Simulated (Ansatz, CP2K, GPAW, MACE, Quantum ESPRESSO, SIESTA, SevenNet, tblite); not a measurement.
# Which run comes nearest? Generalised stacking fault on (110) of BePd (80 atoms)

The cell holds 80 atoms: 40 Be and 40 Pd. Cell: a = 5.626 Å, b = 7.956 Å, c = 19.892 Å, α = 90.0°, β = 89.3°, γ = 90.0°. It derives from BePd (CsCl-type). CsCl-type BePd (a = 2.813 Å), cell with z along [110], 2 x 2 x 5 periods; the third cell vector is tilted by 0.083 of [001] and lengthened by 0 Å, so the cell holds one fault; displaced by a Gaussian of 0.01 Å. Then every atom was moved at random, 0.02 Å r.m.s. a Cartesian component.

Geometry: as built.

The reference, a calculation:

```
method                 : Kohn-Sham DFT, PBE, PAW, plane waves (Ansatz 0.2.0); cutoff 420 eV, Γ point, fermi-dirac smearing of 0.05 eV; PAW set soft_2
r.m.s. force component : 0.2008 eV/Å
longest force          : 0.6709 eV/Å
pressure               : 6.33 GPa
SCF cycles             : 9
time                   : 19 s on 4 threads of Arm Neoverse V1, shared host
CPU time               : 70 s
```

Runs, in no order:
A. QE PBE, sssp-1.3.0-efficiency, 45/360 Ry, cg: Kohn-Sham DFT, PBE, SSSP efficiency 1.3.0 pseudopotentials, plane waves
B. SIESTA PBE, DZ, shift 0.01 Ry, mesh 300 Ry: Kohn-Sham DFT, PBE, PseudoDojo 0.4.1 norm-conserving pseudopotentials (converted to PSML), numerical atomic orbitals (DZ), diagonalisation
C. tblite GFN1-xTB: GFN1-xTB tight binding, diagonalisation
D. MACE MPA-0 medium potential: machine-learned interatomic potential MACE MPA-0 medium, trained on PBE(+U) plane-wave data
E. CP2K PBE, DZVP-MOLOPT-SR, 840/50 Ry, diagonalisation: Kohn-Sham DFT, PBE, GTH-PBE pseudopotentials, Gaussian and plane waves, DZVP-MOLOPT-SR-GTH, diagonalisation

In doubt: a PseudoDojo file used here is known to give poor structures and forces (SIESTA), which bears on pressures, cells, forces and phonons.

**Question.** Rank the runs by how far their forces lie from the reference's, least first.

A, E, C, D, B.

```tsv
run	Δ force, r.m.s. (meV/Å)	share of r.m.s. force (%)	CPU time
A. QE PBE, sssp-1.3.0-efficiency, 45/360 Ry, cg	2.13	1.06	38 min
E. CP2K PBE, DZVP-MOLOPT-SR, 840/50 Ry, diagonalisation	15.3	7.62	12 min
C. tblite GFN1-xTB	63.9	31.8	8.6 s
D. MACE MPA-0 medium potential	91.0	45.3	9.2 s
B. SIESTA PBE, DZ, shift 0.01 Ry, mesh 300 Ry	170	84.9	2.6 min
```

Periodic xTB results under one method name differ between programs and library versions. Machine-learned potentials mimic data converged in k, so the reference's own k-point error enters their differences. The electronic-structure runs sample only Γ, in a cell whose shortest periodic width is 6 Å, which is coarse for a cell with partly filled levels.

[Logs are printed without paths, hosts, clocks, repeated set-up lines and the standing remarks that a program may print on its own settings, such as how far it seeks lower states.]

[Hosts, paths, dates, database ids (printed as entryN), source tags and the programs' standing remarks are cut or masked in the printed files.]
